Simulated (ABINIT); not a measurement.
# A GW chain in ABINIT: ZnSe (Stilleite), part 2 of 3

Wanted: ground state, empty states, screening and self-energy for ZnSe (Stilleite).

ABINIT 10.8.3; PBE and many-body steps on it, plane waves. Known limits of the many-body steps: not at the basis limit; no spin-orbit coupling; coarse k mesh.

So far. Step 2 (Ground state): The gap is direct, at Γ.

## (3) Bands along the symmetry lines

Level of this step: DFT, PBE, plane waves, norm-conserving pseudopotentials (ABINIT).

The cheap functional maps the bands first; the places of the edges decide which points the dearer methods must see.

Contents of run.abi:

```
acell 3*1.0 Angstrom
rprim 
  -0.000000000000 2.833800000000 2.833800000000
  2.833800000000 -0.000000000000 2.833800000000
  2.833800000000 2.833800000000 0.000000000000
ntypat 2
znucl 30 34
natom 2
typat 1 2
xred 
  0.000000000000 0.000000000000 0.000000000000
  0.250000000000 0.250000000000 0.250000000000
pp_dirpath "pseudos"
pseudos "Zn.upf, Se.upf"
ecut 48
iscf -2
irdden 1
kptopt 0
nkpt 50
kpt 
  0.00000000 0.00000000 0.00000000
  -0.06250000 -0.06250000 0.00000000
  -0.12500000 -0.12500000 0.00000000
  -0.18750000 -0.18750000 0.00000000
  -0.25000000 -0.25000000 0.00000000
  -0.31250000 -0.31250000 0.00000000
  -0.37500000 -0.37500000 0.00000000
  -0.43750000 -0.43750000 0.00000000
  -0.50000000 -0.50000000 0.00000000
  -0.48437500 -0.48437500 0.03125000
  -0.46875000 -0.46875000 0.06250000
  -0.45312500 -0.45312500 0.09375000
  -0.43750000 -0.43750000 0.12500000
  -0.42187500 -0.42187500 0.15625000
  -0.40625000 -0.40625000 0.18750000
  -0.39062500 -0.39062500 0.21875000
  -0.37500000 -0.37500000 0.25000000
  -0.37500000 0.00000000 0.37500000
  -0.32812500 0.00000000 0.32812500
  -0.28125000 0.00000000 0.28125000
  -0.23437500 0.00000000 0.23437500
  -0.18750000 0.00000000 0.18750000
  -0.14062500 0.00000000 0.14062500
  -0.09375000 0.00000000 0.09375000
  -0.04687500 0.00000000 0.04687500
  0.00000000 0.00000000 0.00000000
  0.00000000 0.00000000 0.06250000
  0.00000000 0.00000000 0.12500000
  0.00000000 0.00000000 0.18750000
  0.00000000 0.00000000 0.25000000
  0.00000000 0.00000000 0.31250000
  0.00000000 0.00000000 0.37500000
  0.00000000 0.00000000 0.43750000
  0.00000000 0.00000000 0.50000000
  -0.06250000 -0.03125000 0.46875000
  -0.12500000 -0.06250000 0.43750000
  -0.18750000 -0.09375000 0.40625000
  -0.25000000 -0.12500000 0.37500000
  -0.31250000 -0.15625000 0.34375000
  -0.37500000 -0.18750000 0.31250000
  -0.43750000 -0.21875000 0.28125000
  -0.50000000 -0.25000000 0.25000000
  -0.50000000 -0.28125000 0.21875000
  -0.50000000 -0.31250000 0.18750000
  -0.50000000 -0.34375000 0.15625000
  -0.50000000 -0.37500000 0.12500000
  -0.50000000 -0.40625000 0.09375000
  -0.50000000 -0.43750000 0.06250000
  -0.50000000 -0.46875000 0.03125000
  -0.50000000 -0.50000000 0.00000000
istwfk *1
nband 32
nbdbuf 5
tolwfr 1e-07
nstep 50
prtwf 0
prtvol 0
indata_prefix "in"
outdata_prefix "out"
tmpdata_prefix "tmp"
```

On the command line:

```sh
$ OMP_NUM_THREADS=1 mpirun -n 8 abinit run.abi > log
```

Numbers of over 12 decimals in the logs are rounded to 6 here.

What it wrote:

```text
.Version 10.8.3 of ABINIT. v10.8.2 released Aug 2026.

 Symmetries : space group F-4 3 m (#216); Bravais cF (face-center cubic)
[... echo of the input left out ...]
== DATASET  1 ==================================================================
-   mpi_nproc: 8, omp_nthreads: 1 (-1 if OMP is not activated)

--- !DatasetInfo
iteration_state: {dtset: 1, }
dimensions: {natom: 2, nkpt: 50, mband: 32, nsppol: 1, nspinor: 1, nspden: 1, mpw: 4917, }
cutoff_energies: {ecut:  48.0, pawecutdg:  -1.0, }
electrons: {nelect:   4.40000000E+01, charge:   0.00000000E+00, occopt:   1.00000000E+00, tsmear:   1.00000000E-02, }

 Real(R)+Recip(G) space primitive vectors, cartesian coordinates (Bohr,Bohr^-1):
 R(1)=  0.0000000  5.3551059  5.3551059  G(1)= -0.0933688  0.0933688  0.0933688
 R(2)=  5.3551059  0.0000000  5.3551059  G(2)=  0.0933688 -0.0933688  0.0933688
 R(3)=  5.3551059  5.3551059  0.0000000  G(3)=  0.0933688  0.0933688 -0.0933688
 Unit cell volume ucvol=  3.0713845E+02 bohr^3
 Angles (23,13,12)=  6.00000000E+01  6.00000000E+01  6.00000000E+01 degrees

 getcut: wavevector=  0.0000  0.0000  0.0000  ngfft=  48  48  48
         ecut(hartree)=     48.000   => boxcut(ratio)=   2.03223

--- Pseudopotential description ------------------------------------------------
- Zn Generated using ONCVPSP code by D. R. Hamann
- 30.00000  20.00000  171031                  znucl, zion, pspdat
12 -101130 2 -1 1326                          pspcod,pspxc,lmax,lloc,mmax
     nproj     2     2     2
  pspatm : epsatm=   26.68164218
         --- l  ekb(1:nproj) -->
             0    2.827643   -1.532764
             1   -4.632527   -1.324876
             2   -6.943520   -2.557073
 pspatm: atomic psp has been read  and splines computed

- Se Generated using ONCVPSP code by D. R. Hamann
- 34.00000  24.00000  171031                  znucl, zion, pspdat
12 -101130 2 -1 1214                          pspcod,pspxc,lmax,lloc,mmax
     nproj     2     2     2
  pspatm : epsatm=   25.39064422
         --- l  ekb(1:nproj) -->
[...]
pspatm: atomic psp has been read  and splines computed

--------------------------------------------------------------------------------

================================================================================
 prteigrs : about to open file out_EIG
 Non-SCF case, kpt    1 (  0.00000  0.00000  0.00000), residuals and eigenvalues=
  3.76E-08  2.31E-08  7.80E-08  3.48E-08  6.62E-08  1.18E-08  7.38E-08  8.41E-08
  1.87E-08  3.88E-08  1.98E-08  4.29E-08  9.14E-08  2.19E-08  1.81E-08  2.90E-08
  4.04E-08  7.38E-08  7.33E-08  7.20E-08  8.12E-08  2.53E-08  8.79E-08  6.34E-08
[...]
-7.4629E+00 -5.2385E+00 -5.2385E+00 -5.2385E+00 -4.4496E+00 -2.7650E+00
 -2.7650E+00 -2.7650E+00 -1.5698E+00 -1.5698E+00 -1.5698E+00 -1.5696E+00
 -1.5696E+00 -3.3425E-01 -8.7379E-02 -8.7379E-02 -8.7379E-02 -7.3851E-02
[...]
6.3314E-01  6.3314E-01
 Non-SCF case, kpt    2 ( -0.06250 -0.06250  0.00000), residuals and eigenvalues=
[...]
6.3825E-01  6.5252E-01
 Non-SCF case, kpt    3 ( -0.12500 -0.12500  0.00000), residuals and eigenvalues=
[...]
6.5354E-01  6.7472E-01
[...]
Non-SCF case, kpt   49 ( -0.50000 -0.46875  0.03125), residuals and eigenvalues=
[...]
7.1518E-01  8.0595E-01
 Non-SCF case, kpt   50 ( -0.50000 -0.50000  0.00000), residuals and eigenvalues=
[...]
-6.7227E-02 -2.1500E-02  7.2844E-02  7.2844E-02  2.6295E-01  2.8045E-01
  5.4749E-01  5.6671E-01  5.6671E-01  6.6710E-01  6.8488E-01  6.8488E-01
  7.0352E-01  8.0213E-01

--- !ResultsGS
iteration_state: {dtset: 1, }
comment   : Summary of ground state results
lattice_vectors:
- [ -0.0000000,   5.3551059,   5.3551059, ]
- [  5.3551059,  -0.0000000,   5.3551059, ]
- [  5.3551059,   5.3551059,   0.0000000, ]
lattice_lengths: [   7.57326,    7.57326,    7.57326, ]
lattice_angles: [ 60.000,  60.000,  60.000, ] # degrees, (23, 13, 12)
lattice_volume:   3.0713845E+02
convergence: {deltae:  0.000E+00, res2:  0.000E+00, residm:  9.981E-08, diffor:  0.000E+00, }
etotal    :  -5.47356177E+02
entropy   :   0.00000000E+00
fermie    :   1.53041323E-01
cartesian_stress_tensor: null
pressure_GPa: null
xred      :
- [  0.0000E+00,   0.0000E+00,   0.0000E+00, Zn]
- [  2.5000E-01,   2.5000E-01,   2.5000E-01, Se]
cartesian_forces: null
force_length_stats: {min: null, max: null, mean: null, }

 Integrated electronic density in atomic spheres:
 ------------------------------------------------
 Atom  Sphere_radius  Integrated_density
[...]
================================================================================

 ----iterations are completed or convergence reached----

 Mean square residual over all n,k,spin=   44.709E-09; max=  99.810E-09
 reduced coordinates (array xred) for    2 atoms
       0.000000000000      0.000000000000      0.000000000000
       0.250000000000      0.250000000000      0.250000000000

 cartesian coordinates (angstrom) at end:
    1      0.000000     0.000000     0.000000
    2      1.416900     1.416900     1.416900
 length scales=  1.889726125908  1.889726125908  1.889726125908 bohr
              =  1.000000000000  1.000000000000  1.000000000000 angstroms
 prteigrs : about to open file out_EIG
 Eigenvalues (hartree) for nkpt=  50  k points:
 kpt#   1, nband= 32, wtk=  1.00000, kpt=  0.0000  0.0000  0.0000 (reduced coord)
[...]
kpt#   2, nband= 32, wtk=  1.00000, kpt= -0.0625 -0.0625  0.0000 (reduced coord)
[...]
kpt#   3, nband= 32, wtk=  1.00000, kpt= -0.1250 -0.1250  0.0000 (reduced coord)
[...]
kpt#  49, nband= 32, wtk=  1.00000, kpt= -0.5000 -0.4687  0.0313 (reduced coord)
[...]
kpt#  50, nband= 32, wtk=  1.00000, kpt= -0.5000 -0.5000  0.0000 (reduced coord)
[...]
-0.07809   -0.07208   -0.06723   -0.02150    0.07284    0.07284    0.26295    0.28045
   0.54749    0.56671    0.56671    0.66710    0.68488    0.68488    0.70352    0.80213

== END DATASET(S) ==============================================================
================================================================================

 -outvars: echo values of variables after computation  --------
            nband          32
             nkpt          50
          spgroup         216
 [... the other variables as echoed above ...]

 Calculation completed.
```

The job ended after 14 s (8 MPI ranks of Arm Neoverse V2, shared host; peak memory 0.64 GiB).

This step gave:

```yaml
gap: 1.288 eV
k_of_the_valence_top: 0, 0, 0
k_of_the_conduction_bottom: 0, 0, 0
least_direct_gap: 1.288 eV
```

The gap is 1.288 eV, as in the run before at this level.

Electronic bands along the path, in eV, zero at the top of the highest filled band:

```
    point  band 19  band 20  band 21  band 22  band 23  band 24  band 25  band 26
        Γ    -6.17     0.00     0.00     0.00     1.29     5.81     5.81     5.81
  halfway    -6.15    -2.88    -1.25    -1.25     3.93     4.03     8.04     8.04
        X    -5.99    -4.75    -2.18    -2.18     2.99     3.47    10.73    11.26
  halfway    -5.96    -4.74    -2.56    -2.08     3.26     4.06     9.97    10.51
        U    -5.91    -4.71    -3.08    -1.79     3.59     5.60     9.05     9.28
jump to K    -5.91    -4.71    -3.08    -1.79     3.59     5.60     9.05     9.28
  halfway    -6.15    -3.33    -1.74    -0.49     3.79     5.97     6.67     6.69
        Γ    -6.17     0.00     0.00     0.00     1.29     5.81     5.81     5.81
  halfway    -6.17    -3.04    -0.48    -0.48     2.75     6.45     6.45     6.57
        L    -6.01    -5.22    -0.87    -0.87     2.55     6.39     6.39     8.57
  halfway    -5.96    -4.89    -2.41    -1.46     4.23     5.55     7.42     8.68
        W    -5.87    -4.68    -2.76    -2.66     5.49     5.56     6.97     7.72
  halfway    -5.93    -4.72    -2.48    -2.43     3.88     4.29     9.22     9.31
        X    -5.99    -4.75    -2.18    -2.18     2.99     3.47    10.73    11.26
```

## (4) Empty states on the mesh, 4×4×4 mesh, 856 bands

The sums over transitions need many empty states on a uniform mesh; this step solves for them.

Contents of run.abi:

```
acell 3*1.0 Angstrom
rprim 
  -0.000000000000 2.833800000000 2.833800000000
  2.833800000000 -0.000000000000 2.833800000000
  2.833800000000 2.833800000000 0.000000000000
ntypat 2
znucl 30 34
natom 2
typat 1 2
xred 
  0.000000000000 0.000000000000 0.000000000000
  0.250000000000 0.250000000000 0.250000000000
pp_dirpath "pseudos"
pseudos "Zn.upf, Se.upf"
ecut 48
ngkpt 4 4 4
nshiftk 1
shiftk 0 0 0
kptopt 1
chksymbreak 0
irdden 1
istwfk *1
nband 856
prtvol 0
optdriver 6
gwr_task "HDIAGO"
paral_kgb 0
occopt 1
indata_prefix "in"
outdata_prefix "out"
tmpdata_prefix "tmp"
```

What it wrote:

```text
[banner, memory and clock lines left out]
.Version 10.8.3 of ABINIT. v10.8.2 released Aug 2026.

 Symmetries : space group F-4 3 m (#216); Bravais cF (face-center cubic)
[... echo of the input left out ...]
== DATASET  1 ==================================================================
-   mpi_nproc: 8, omp_nthreads: 1 (-1 if OMP is not activated)

--- !DatasetInfo
iteration_state: {dtset: 1, }
dimensions: {natom: 2, nkpt: 8, mband: 856, nsppol: 1, nspinor: 1, nspden: 1, mpw: 4910, }
cutoff_energies: {ecut:  48.0, pawecutdg:  -1.0, }
electrons: {nelect:   4.40000000E+01, charge:   0.00000000E+00, occopt:   1.00000000E+00, tsmear:   1.00000000E-02, }

.Using double precision arithmetic; gwpc =  8

- Reading GS density from: in_DEN

--- Pseudopotential description ------------------------------------------------
- Zn Generated using ONCVPSP code by D. R. Hamann
- 30.00000  20.00000  171031                  znucl, zion, pspdat
12 -101130 2 -1 1326                          pspcod,pspxc,lmax,lloc,mmax
     nproj     2     2     2
  pspatm : epsatm=   26.68164218
         --- l  ekb(1:nproj) -->
             0    2.827643   -1.532764
             1   -4.632527   -1.324876
             2   -6.943520   -2.557073
 pspatm: atomic psp has been read  and splines computed

- Se Generated using ONCVPSP code by D. R. Hamann
- 34.00000  24.00000  171031                  znucl, zion, pspdat
12 -101130 2 -1 1214                          pspcod,pspxc,lmax,lloc,mmax
     nproj     2     2     2
  pspatm : epsatm=   25.39064422
         --- l  ekb(1:nproj) -->
             0    3.556845   -2.828139
             1   -7.179526   -2.430107
             2  -10.025082   -4.447563
 pspatm: atomic psp has been read  and splines computed

   2.29118060E+03                                ecore*ucvol(ha*bohr**3)

 Total charge density [el/Bohr^3]
)     Maximum=    7.6270E+00  at reduced coord.    0.2083    0.2917    0.2917
)     Minimum=    1.8486E-03  at reduced coord.    0.7500    0.7500    0.7500
   Integrated=    4.4000E+01

 === KS gaps after direct diagonalization ===
 Direct band gap semiconductor
 Fundamental gap:     1.289 (eV)
   VBM:     4.164 (eV) at k: [ 0.0000E+00,  0.0000E+00,  0.0000E+00]
   CBM:     5.453 (eV) at k: [ 0.0000E+00,  0.0000E+00,  0.0000E+00]
 Direct gap:         1.289 (eV) at k: [ 0.0000E+00,  0.0000E+00,  0.0000E+00]

== END DATASET(S) ==============================================================

 -outvars: echo values of variables after computation  --------
           etotal      0.0000000000E+00
            nband         856
             nkpt           8
          spgroup         216
 [... the other variables as echoed above ...]

 Calculation completed.
```

It took 79 s on 8 MPI ranks; peak memory 11 GiB.

Numbers from this step:

- gap: 1.289 eV
- k of the valence top: 0, 0, 0
- k of the conduction bottom: 0, 0, 0
- least direct gap: 1.289 eV
- k points computed: 8
- lowest point of the top converged band, above the valence top: 384.6607 eV

On this mesh the gap is 1.289 eV.

## (5) Screening, 4×4×4 mesh, 591 bands, screening to 390.5 eV

The RPA dielectric matrix is built and inverted for each q.

This step: RPA screening on PBE, plane waves, norm-conserving pseudopotentials.

run.abi, as its differences from that of step 4:

```diff
@@ -20,10 +20,11 @@
 chksymbreak 0
-irdden 1
 istwfk *1
-nband 856
-prtvol 0
-optdriver 6
-gwr_task "HDIAGO"
-paral_kgb 0
 occopt 1
+irdwfk 1
+optdriver 3
+nband 591
+ecuteps 14.35
+inclvkb 2
+awtr 1
+symchi 1
 indata_prefix "in"
```

What it wrote:

```text
.Version 10.8.3 of ABINIT. v10.8.2 released Aug 2026.

 Symmetries : space group F-4 3 m (#216); Bravais cF (face-center cubic)
[... echo of the input left out ...]
== DATASET  1 ==================================================================
-   mpi_nproc: 8, omp_nthreads: 1 (-1 if OMP is not activated)

--- !DatasetInfo
iteration_state: {dtset: 1, }
dimensions: {natom: 2, nkpt: 8, mband: 591, nsppol: 1, nspinor: 1, nspden: 1, mpw: 4910, }
cutoff_energies: {ecut:  48.0, pawecutdg:  -1.0, }
electrons: {nelect:   4.40000000E+01, charge:   0.00000000E+00, occopt:   1.00000000E+00, tsmear:   1.00000000E-02, }

 SCREENING: Calculation of the susceptibility and dielectric matrices

 Based on a program developped by R.W. Godby, V. Olevano, G. Onida, and L. Reining.
 Incorporated in ABINIT by V. Olevano, G.-M. Rignanese, and M. Torrent.
.Using double precision arithmetic ; gwpc =  8

[... cell and pseudopotentials left out ...]
--------------------------------------------------------------------------------

 ==== K-mesh for the wavefunctions ====
 Number of points in the irreducible wedge :     8
[... list of points left out ...]
 Together with 24 symmetry operations and time-reversal symmetry
 yields    64 points in the full Brillouin Zone.

 ==== Q-mesh for the screening function ====
 Number of points in the irreducible wedge :     8
[... list of points left out ...]
 Together with 24 symmetry operations and time-reversal symmetry
 yields    64 points in the full Brillouin Zone.

 setmesh: FFT mesh size selected  =    40x   40x   40
          total number of points  =        64000

 vcoul_init : cutoff-mode = AUXILIARY_FUNCTION
 q-points for optical limit:   1
     1)      0.000010    0.000020    0.000030

- screening: taking advantage of time-reversal symmetry
- Maximum band index for partially occupied states nbvw = 22
- Remaining bands to be divided among processors   nbcw = 569
- Number of bands treated by each node ~71

 Number of electrons calculated from density =   44.0000; Expected =   44.0000
 average of density, n =  0.143258
 r_s =    1.1856
 omega_plasma =   36.5103 [eV]

 calculating chi0 at frequencies [eV] :
  1    0.000000E+00    0.000000E+00
  2    0.000000E+00    3.651025E+01

--------------------------------------------------------------------------------
  q-point number  1        q = ( 0.000000, 0.000000, 0.000000) [r.l.u.]
--------------------------------------------------------------------------------
[... chi0 elements left out ...]
 For q-point:  0.000010 0.000020 0.000030
  dielectric constant =  13.5507
  dielectric constant without local fields =  14.4956

  Average fulfillment of the sum rule on Im[epsilon] for q-point    1 :     91.69  [%]
[... wings left out ...]
  q-point number  2        q = ( 0.250000, 0.000000, 0.000000) [r.l.u.]
--------------------------------------------------------------------------------
[... chi0 elements left out ...]
  Average fulfillment of the sum rule on Im[epsilon] for q-point    2 :    100.23  [%]

 [... 6 further q-points ...]
```

It took 12 min on 8 MPI ranks; peak memory 7.5 GiB; 1.6 h of CPU time.

Numbers from this step:

- ε∞ with local fields, on this mesh, along the program's q direction: 13.55
- the same without local fields: 14.50
- plasma frequency: 36.51 eV
- plane waves in the screening matrix: 821

Local fields lower ε∞ by 7 %. On a Γ-centred mesh this coarse the value itself is usually too large, while a short band sum pulls it down.

(Part 2 of 3 ends here.)

[Paths, hosts, dates, memory and timing lines, banners, echoed tables and standing remarks are left out of the program output.]

[Logs are printed without paths, hosts, clocks, repeated set-up lines and the standing remarks that a program may print on its own settings, such as how far it seeks lower states.]

[Runs of the session that timed out or met a known fault of the program may be left out.]

[Hosts, paths, dates, database ids (printed as entryN), source tags and the programs' standing remarks are cut or masked in the printed files.]

[G0W0 gaps are taken among the corrected bands and points alone; a level outside them can change the order at an edge.]

[Where Ansatz stands beside ABINIT at settings called matched, ABINIT's density can come from a denser mesh and the files from another edition; pairs whose starting gaps differed by over 0.03 eV were left out, so agreement reads better than it is.]
